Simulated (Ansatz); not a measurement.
# armchair SiC nanoribbon (N = 5, H edges): bands under strain, part 3 of 3

What gap, if any, does the armchair SiC nanoribbon (N = 5, H edges) have, and how does it change under strain?

Ansatz 0.2.0; DFT PBE, plane waves, PAW; relaxation of a wire's period (the session's first sound run).

So far, band gap (eV): step 3 (bands of the perfect wire) 2.19; step 4 (relaxing the atoms, period over the relaxed period 0.96, k-mesh …) 2.29; step 5 (relaxing the atoms, period over the relaxed period 0.98, k-mesh …) 2.24; step 6 (relaxing the atoms, period over the relaxed period 1.02, k-mesh …) 2.15.

### 7. Strain along the wire, period over the relaxed period 1.04, k-mesh 1×1×11

Level of this step: DFT PBE, plane waves, PAW; relaxation at a fixed period (Ansatz).

The period is set to 1.04 times the relaxed one and the atoms relax within it: strain changes bond lengths and angles, which shifts the bands against each other. Against the first PBE run of this kind, the mesh along the wire has 11 points against 15.

The cell differs from the one that the last finished run ended in (c 5.511 → 5.619 Å).

input.yaml reads:

```yaml
crystal:
  lattice:
    - [15.66, 0.0, 0.0]
    - [0.0, 7.0, 0.0]
    - [0.0, 0.0, 5.619276168]
  atoms:
    - { symbol: Si, position: [0.305742269, 0.5, 0.007592537] }
    - { symbol: Si, position: [0.500008111, 0.5, 0.000973425] }
    - { symbol: Si, position: [0.694273953, 0.5, 0.007592537] }
    - { symbol: C, position: [0.303665958, 0.5, 0.330692893] }
    - { symbol: C, position: [0.500008111, 0.5, 0.332751947] }
    - { symbol: C, position: [0.696350264, 0.5, 0.330692893] }
    - { symbol: H, position: [0.242217242, 0.5, 0.425773364] }
    - { symbol: H, position: [0.75779898, 0.5, 0.425773364] }
    - { symbol: Si, position: [0.400868942, 0.5, 0.499753373] }
    - { symbol: Si, position: [0.59914728, 0.5, 0.499753373] }
    - { symbol: C, position: [0.401580862, 0.5, 0.831994111] }
    - { symbol: C, position: [0.59843536, 0.5, 0.831994111] }
    - { symbol: H, position: [0.22275167, 0.5, 0.871409248] }
    - { symbol: H, position: [0.777264552, 0.5, 0.871409248] }
kpoints:
  mp_grid: { grid: [1, 1, 11] }
  band_path: { path: ["Γ", Z], npoints: 90 }
scf:
  occupations: { method: fermi_dirac, width: 0.05 }
hamiltonian:
  xc: pbe
relax:
  max_steps: 40
  f_tol: 0.02
output:
  stress: true
```

On the command line:

```console
$ ansatz run input.yaml --threads 4 --pin off --max-ram 16384MiB --backend cpu --events-out ev --progress --plain --runs-dir out
```

Numbers of over 12 decimals in the logs are rounded to 6 here.

Output:

```text
[...]
Crystal: 14 atoms, lattice volume = 615.985 Å³
Basis set: ecut = 420 eV, 12037 PW (Γ), exchange–correlation on 216×96×80 points (8 copies of the dense FFT grid, shifted against one another)
Bands: 36, of which v1, the nominal top of the filled ones, is band 22 counted from 1 (21 counted from 0)
Symmetry: 4 space group operations
[...]
- { symbol: H, position: [0.243901, 0.500000, 0.408208] }
    - { symbol: H, position: [0.756116, 0.500000, 0.408208] }
    - { symbol: Si, position: [0.401965, 0.500000, 0.501695] }
    - { symbol: Si, position: [0.598051, 0.500000, 0.501695] }
    - { symbol: C, position: [0.402506, 0.500000, 0.829008] }
    - { symbol: C, position: [0.597510, 0.500000, 0.829008] }
    - { symbol: H, position: [0.224405, 0.500000, 0.890408] }
    - { symbol: H, position: [0.775611, 0.500000, 0.890408] }
[key lines of the parts left out:]
SCF converged after 5 iterations
Free energy (F): -4492.967475 eV
Fermi energy:    -1.219595 eV
P = ⅓ Tr σ = -1.0139 GPa (-10.139 kbar)
```

Run time: 41 s. Hardware: 4 threads of Arm Neoverse V1, shared host; peak memory 1.5 GiB; 2.7 min of CPU time.

Relaxation path:

```
step  energy less that of the first step (eV)  largest force component (eV/Å)
   1                                   0.0000                          0.9222
   2                                  -0.1092                          0.4808
   3                                  -0.1381                          0.0723
   4                                  -0.1385                          0.0244
   5                                  -0.1386                          0.0089
```

The run keeps the 4 symmetry operations that it works with, so distortions that break them were not tested.

The atoms that moved most (Å):

```
atom      dx     dy      dz  length
 H13   0.026  0.000   0.107   0.110
 H14  -0.026  0.000   0.107   0.110
  H8  -0.026  0.000  -0.099   0.102
  H7   0.026  0.000  -0.099   0.102
  C4   0.055  0.000  -0.026   0.061
  C6  -0.055  0.000  -0.026   0.061
 Si1   0.053  0.000   0.027   0.059
 Si3  -0.053  0.000   0.027   0.059
```

The relaxed structure:

```xyz
14
Lattice="15.6600 0.0000 0.0000 0.0000 7.0000 0.0000 0.0000 0.0000 5.6193" Properties=species:S:1:pos:R:3
Si    4.8410    3.5000    0.0692
Si    7.8301    3.5000    0.0144
Si   10.8193    3.5000    0.0692
C     4.8103    3.5000    1.8323
C     7.8301    3.5000    1.8553
C    10.8500    3.5000    1.8323
H     3.8195    3.5000    2.2938
H    11.8408    3.5000    2.2938
Si    6.2948    3.5000    2.8192
Si    9.3655    3.5000    2.8192
C     6.3032    3.5000    4.6584
C     9.3570    3.5000    4.6584
H     3.5142    3.5000    5.0035
H    12.1461    3.5000    5.0035
```

The gap is 2.11 eV, against 2.19 eV under PBE at the relaxed period.

### 8. Strain along the wire, period over the relaxed period 1.06, k-mesh 1×1×11

The period is set to 1.06 times the relaxed one and the atoms relax within it: strain changes bond lengths and angles, which shifts the bands against each other. Against the first PBE run of this kind, the mesh along the wire has 11 points against 15.

The cell differs from the one that the last finished run ended in (c 5.619 → 5.727 Å).

Changes to input.yaml since step 7:

```diff
@@ -4,3 +4,3 @@
     - [0.0, 7.0, 0.0]
-    - [0.0, 0.0, 5.619276168]
+    - [0.0, 0.0, 5.7273391712]
   atoms:
```

Output:

```text
[...]
Crystal: 14 atoms, lattice volume = 627.831 Å³
Basis set: ecut = 420 eV, 12265 PW (Γ), exchange–correlation on 216×96×80 points (8 copies of the dense FFT grid, shifted against one another)
Bands: 36, of which v1, the nominal top of the filled ones, is band 22 counted from 1 (21 counted from 0)
Symmetry: 4 space group operations
[...]
- { symbol: C, position: [0.691268, 0.5, 0.323846] }
    - { symbol: H, position: [0.244620, 0.5, 0.399692] }
    - { symbol: H, position: [0.755396, 0.5, 0.399692] }
    - { symbol: Si, position: [0.402374, 0.5, 0.502214] }
    - { symbol: Si, position: [0.597642, 0.5, 0.502214] }
    - { symbol: C, position: [0.402779, 0.5, 0.827920] }
    - { symbol: C, position: [0.597237, 0.5, 0.827920] }
    - { symbol: H, position: [0.224893, 0.5, 0.899903] }
    - { symbol: H, position: [0.775123, 0.5, 0.899903] }
[key lines of the parts left out:]
SCF converged after 6 iterations
Free energy (F): -4492.667114 eV
Fermi energy:    -1.306977 eV
P = ⅓ Tr σ = -1.5218 GPa (-15.218 kbar)
```

The job ended after 41 s (4 threads; peak memory 1.5 GiB).

Electronic bands along the path, in eV, zero at the Fermi level:

```
  point  band 19  band 20  band 21  band 22  band 23  band 24  band 25  band 26
      Γ    -2.85    -1.76    -1.65    -1.02     1.04     1.07     1.86     2.07
halfway    -3.04    -2.41    -1.64    -1.57     1.57     1.75     2.09     2.16
      Z    -3.32    -2.60    -2.28    -1.58     1.50     2.27     2.39     2.47
```

The gap is 2.06 eV, against 2.19 eV under PBE at the relaxed period.

### 9. The series together

Times are for 4 threads of Arm Neoverse V1, shared host. Results by setting:

```
no.  period over the relaxed period  k-mesh  pressure (GPa)  band gap (eV)  time  memory (GiB)
  1                            0.96  1×1×12           1.310          2.288  41 s           1.4
  2                            0.98  1×1×12          0.6800          2.241  38 s           1.4
  3                            1.02  1×1×11         -0.4693          2.152  39 s           1.5
  4                            1.04  1×1×11          -1.014          2.106  41 s           1.5
  5                            1.06  1×1×11          -1.522          2.062  41 s           1.5
```

### 10. Results

```
cell length, PBE           : 5.403 Å
gap, PBE                   : 2.19 eV
gap, period scaled by 0.96 : 2.29 eV
gap, period scaled by 0.98 : 2.24 eV
gap, period scaled by 1.02 : 2.15 eV
gap, period scaled by 1.04 : 2.11 eV
gap, period scaled by 1.06 : 2.06 eV
```

In words: Under PBE the cell's length is 5.40 Å, and a gap of 2.19 eV makes it a semiconductor. Strain matters: under PBE the gap goes from 2.19 eV to 2.29 eV at 0.96 times the period, 2.24 eV at 0.98 times the period, 2.15 eV at 1.02 times the period, 2.11 eV at 1.04 times the period and 2.06 eV at 1.06 times the period.

[Logs are printed without paths, hosts, clocks, repeated set-up lines and the standing remarks that a program may print on its own settings, such as how far it seeks lower states.]

[Hosts, paths, dates, database ids (printed as entryN), source tags and the programs' standing remarks are cut or masked in the printed files.]
